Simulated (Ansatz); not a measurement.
A plane-wave DFT run in Ansatz 0.2.0 (scalar-relativistic PAW potentials unless the input names others): input and command.

```yaml
crystal:
  lattice:
    - [-1.5368732319, 1.5196410321, 1.6865543831]
    - [1.5196410321, -1.5368732319, 1.6865543831]
    - [1.570457154, 1.570457154, -1.7037865828]
  atoms:
    - { symbol: Pd, position: [0.0, 0.0, 0.0] }
basis:
  ecutwfc: 420
  ecutrho_ratio: 2
kpoints:
  mp_grid: { grid: [16, 16, 16] }
hamiltonian:
  xc: pbe
scf:
  occupations: { method: gaussian, width: 0.1 }
  max_iter: 100
output:
  forces: true
  eigenvalues: true
  stress: true
```

```bash
ansatz run input.yaml --threads 1 --pin off --max-ram 1331MiB --backend cpu --events-out ev --progress --plain --runs-dir out
```

Abridged log:
```
Pseudopotentials: kind: paw
Pseudopotential: Pd, paw, valence charge 18, recommended cutoff 420 eV (normal)
Functional definition: PBE
Crystal: 1 atom, lattice volume = 16.102 Å³
Basis set: ecut = 420 eV, 337 PW (Γ), exchange–correlation on 32×32×32 points (8 copies of the dense FFT grid, shifted against one another)
Bands: 13, of which v1, the nominal top of the filled ones, is band 9 counted from 1 (8 counted from 0)
Symmetry: 4 space group operations
Space group: C2/m (ITA 12), of the structure as read, at distance tolerance 2.5e-5 Å
k-points: 1098 of 4096
Initial density: superposition of atomic densities (neutral atoms: chi_scale 0, normalization atom), corrected by the library's trained network
Initial wavefunctions: pseudopotential atomic-orbital guess
Functional: x = pbe(κ = 0.804, μ = 0.21951497), c = pbe(β = 0.06672455)
SCF iter   1: F=—  HF=-6972.799768 eV  |F-HF|=—  |Δ(HF+E_count)|=         —  Δρ=3.73e-3  dr2=1.49e-3  ethr=1.77e-3  ⟨swp⟩=5.0  Hψ=82835  notcnv=0
SCF iter   2: F=—  HF=-6972.799527 eV  |F-HF|=—  |Δ(HF+E_count)|=   2.41e-4  Δρ=1.60e-3  dr2=1.73e-4  ethr=8.27e-6  ⟨swp⟩=1.1  Hψ=23356  notcnv=0
SCF iter   3: F=—  HF=-6972.799637 eV  |F-HF|=—  |Δ(HF+E_count)|=   1.10e-4  Δρ=4.58e-4  dr2=2.28e-5  ethr=9.61e-7  ⟨swp⟩=1.9  Hψ=19354  notcnv=0
SCF iter   4: F=—  HF=-6972.799647 eV  |F-HF|=—  |Δ(HF+E_count)|=   1.03e-5  Δρ=8.33e-5  dr2=4.97e-7  ethr=1.27e-7  ⟨swp⟩=2.1  Hψ=19573  notcnv=0
SCF iter   5: F=-6972.799648 eV  HF=-6972.799648 eV  |F-HF|=1.14e-9  |Δ(HF+E_count)|=   3.32e-7  Δρ=1.26e-5  dr2=1.25e-8  ethr=2.76e-9  ⟨swp⟩=2.8  Hψ=24590  notcnv=0
SCF iter   6: F=-6972.799648 eV  HF=-6972.799648 eV  |F-HF|=4.91e-11  |Δ(HF+E_count)|=   3.23e-9  Δρ=1.25e-6  dr2=8.10e-11  ethr=6.94e-11  ⟨swp⟩=2.0  Hψ=43534  notcnv=0
SCF 1 converged in 6 iterations: F = -6972.799648 eV  dr2 = 8.10e-11
SCF converged after 6 iterations
Free energy (F): -6972.799648 eV
Harris-Foulkes:  -6972.799648 eV  (|F-HF|=4.91e-11)
Internal energy: -6972.792346 eV  (E = F + TS)
E sigma→0 (E₀):  -6972.795997 eV
Entropy (-TS):   -0.007302 eV (-7.302 meV/atom)
Fermi energy:    17.588193 eV
--- Forces (eV/Å), atoms counted from 1 ---
  atom   1  Pd     0.00000000     0.00000000     0.00000000
--- Stress (GPa, compression-positive) ---
       -6.632450      -1.280974       0.754509
       -1.280974      -6.632450       0.754509
        0.754509       0.754509      -4.577948
  P = ⅓ Tr σ = -5.9476 GPa (-59.476 kbar)
```

What should be changed?

The fault is a density cutoff too low for products of the waves, which reach up to 4 times the waves' cutoff (basis.ecutrho_ratio: not typed → 2, the first being the value of the sound run). Setting it back cures it. The log, from which this was withheld above, says: «Warning: basis.ecutrho_ratio = 2 (ecutrho = 840 eV) is below the records' recommended 1680 eV» «settings of this run that can trade accuracy for cost: basis.ecutrho_ratio < 4. Do not mix this run's numbers with those of runs without the same settings; the input reference describes each key» The run converged all the same, with an energy at zero smearing 1.04 meV/atom below the reference's, pressure -5.95 GPa, largest force 0.000 eV/Å, no gap on the mesh, so convergence alone doesn't show that an input is right. A reference run from the same start on usual settings converged with pressure -6.07 GPa, largest force 0.000 eV/Å, no gap on the mesh.